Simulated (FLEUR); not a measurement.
Crystal: CoO.

```
Co O
1.0
     0.00000    2.34364    2.34364
     2.34364    0.00000    2.34364
     2.34364    2.34364    0.00000
Co O
1 1
Cartesian
  0.0000 0.0000 0.0000
  1.1718 1.1718 1.1718
```

Measurements of this composition are mostly on another form, of space group No. 225.

Base run:

| Quantity | Value |
| --- | --- |
| Program | FLEUR MaX-R8.1 (later development tree) |
| Functional | r2SCAN |
| Potentials or basis | all-electron |
| Basis | FLAPW |
| Kmax | 4.88 1/bohr |
| k mesh | 7 × 7 × 7 |
| Occupations | gaussian, width 0.05 eV |
| Spin | collinear spin, ferromagnetic start |
| Starting moments | [3.0, 0.0] μB |
| Hubbard terms | Co d U = 7 eV |

Its results: band gap on the k mesh 1.26 eV, direct; net moment 3.00 μB per cell; site moments Co +2.77; O +0.09 μB.

The run is repeated on the same cell with these changes: hubbard terms from Co d U = 7 eV to Co d U = 4 eV, J = 0.7 eV; hund's j (ev) from 0 to 0.7. What comes out?

Band gap on the k mesh 0.96 eV, direct; net moment 3.00 μB per cell; site moments Co +2.70; O +0.14 μB.

Caveats: the meta-GGA is that of a development version, with a GGA for the radial functions and cores and without core tails; an odd mesh through Γ misses points on the zone boundary, where band edges often lie; a cell with one magnetic atom can't hold antiferromagnetic order, which such compounds often take.

Not every run made on this cell is shown here.
